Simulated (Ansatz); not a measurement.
# Ni: strain and displacement

```
CELL_PARAMETERS angstrom
0.00000 1.76795 1.76795
1.76795 0.00000 1.76795
1.76795 1.76795 0.00000
ATOMIC_POSITIONS crystal
Ni 0.00000 0.00000 0.00000
```

The cell comes from COD entry 2100640, which wasn't checked; take it as a given geometry.

Computed with DFT, PBE, all-electron LAPW, scalar-relativistic (Ansatz 0.2.0).

Settings: a Γ-centred 20×20×20 k mesh, Fermi–Dirac smearing of 0.05 eV, basis error target 0.25 meV/atom, spin-polarised from start moments Ni 1.5 μB.

The unchanged cell is at -2.83 GPa.

In a metal, stresses and small energies carry noise from the k mesh.

x, y and z are the Cartesian axes of the cell as listed; fractional coordinates follow a strain, and an engineering shear is twice the off-diagonal strain component.

Q: One change gave: energy change +1 meV/atom; stress change (xx, yy, zz, yz, xz, xy) 0.07, 0.07, 0.07, -1.26, -1.26, -1.26 GPa, compression positive; moment 0.64 → 0.64 μB. Which change was it?
A. equal xy, yz and zx engineering shear strains of +1 %
B. equal xy, yz and zx engineering shear strains of -3 %
C. equal xy, yz and zx engineering shear strains of -2 %
D. equal xy, yz and zx engineering shear strains of +2 %
E. equal xy, yz and zx engineering shear strains of +3 %
F. equal xy, yz and zx engineering shear strains of -1 %

A: A. For equal xy, yz and zx engineering shear strains of -3 %: energy change +12 meV/atom; stress change (xx, yy, zz, yz, xz, xy) 0.59, 0.59, 0.59, 3.72, 3.72, 3.72 GPa, compression positive; moment 0.64 → 0.64 μB. For equal xy, yz and zx engineering shear strains of -1 %: energy change +1 meV/atom; stress change (xx, yy, zz, yz, xz, xy) 0.07, 0.07, 0.07, 1.26, 1.26, 1.26 GPa, compression positive; moment 0.64 → 0.64 μB. For equal xy, yz and zx engineering shear strains of +2 %: energy change +5 meV/atom; stress change (xx, yy, zz, yz, xz, xy) 0.26, 0.26, 0.26, -2.53, -2.53, -2.53 GPa, compression positive; moment 0.64 → 0.64 μB. For equal xy, yz and zx engineering shear strains of -2 %: energy change +5 meV/atom; stress change (xx, yy, zz, yz, xz, xy) 0.26, 0.26, 0.26, 2.50, 2.50, 2.50 GPa, compression positive; moment 0.64 → 0.64 μB. For equal xy, yz and zx engineering shear strains of +3 %: energy change +12 meV/atom; stress change (xx, yy, zz, yz, xz, xy) 0.60, 0.60, 0.60, -3.81, -3.81, -3.81 GPa, compression positive; moment 0.64 → 0.64 μB.
